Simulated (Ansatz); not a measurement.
# BN: ideal shear of a crystal plane

Method: Ansatz, DFT r2SCAN, scalar-relativistic, plane waves, PAW. The runs took a 500 eV cutoff, a Γ-centred 10×10×2 mesh and Gaussian smearing (0.05 eV). No spin polarisation. Energies are free energies at this smearing, counted from the undisturbed cell; pressure is positive in compression.

The undisturbed cell (relaxed at this level; this wurtzite form isn't the usual structure):

```
B N
1.0
    -2.54397    0.00000    0.00000
    -1.27198   -2.20314    0.00000
     0.00000    0.00000   12.62323
B N
6 6
Direct
  0.66667 0.66667 0.06242
  0.66667 0.66667 0.39575
  0.66667 0.66667 0.72908
  0.33333 0.33333 0.89575
  0.33333 0.33333 0.22908
  0.33333 0.33333 0.56242
  0.66667 0.66667 0.93755
  0.66667 0.66667 0.27088
  0.66667 0.66667 0.60422
  0.33333 0.33333 0.77088
  0.33333 0.33333 0.10422
  0.33333 0.33333 0.43755
```

The cut lies on the cell's a–b face, a (0 0 1) plane (indices in the standard cell, whose axes needn't be the Cartesian ones shown) of area 5.60 Å², between layers 1.58 Å apart. Vector c is tilted by f times 1·a + 0·b (length 2.544 Å) with the atoms' Cartesian places fixed: one unrelaxed fault a cell. The traction is dγ/du, the slope of γ against the slip u in Å. Some rows repeat others by symmetry and weren't run.

| f | γ (mJ/m²) | traction (GPa) |
| --- | --- | --- |
| 0.0000 | 0 | 0.0 |
| 0.1000 | 569 | 44.5 |
| 0.2000 | 2222 | 83.8 |
| 0.3000 | 4675 | 104.2 |
| 0.4000 | 7164 | 81.8 |
| 0.5000 | 8307 | 0.0 |
| 0.6000 | 7164 | -81.8 |
| 0.7000 | 4675 | -104.2 |
| 0.8000 | 2222 | -83.8 |
| 0.9000 | 569 | -44.5 |

**Question.** Read off the first barrier and the stress needed to climb it, and compare with Frenkel's sinusoid.

**Answer.** The first sampled maximum lies at f = 0.500, a slip of 1.27 Å, with γ ≈ 8307 mJ/m², which stands in for the unstable fault energy γ_us, and the steepest sampled slope before it is 104.2 GPa. A sinusoid γ = γ_us sin²(πu/λ) with its maximum there has λ = 2.54 Å and a largest slope πγ_us/λ = 102.6 GPa (1 mJ/m² per Å = 0.01 GPa). The stand-in is too high: the stress and forces give a traction of 38.9 GPa across the line at this point, so it is no saddle, and slip that bends off the line crosses lower.

**Question.** Is there a metastable fault on this line?

**Answer.** Apart from points where γ returns to about zero, no local minimum shows among the samples, so at this sampling the line offers no fault for a dislocation to split on; a fault can still lie off the line.

The cut is rigid; relaxing the faces lowers these energies and usually the stresses.

Cost: 6 runs of about 2.2 core-minutes in all, on Intel Xeon 6975P-C (Granite Rapids) (shared hosts).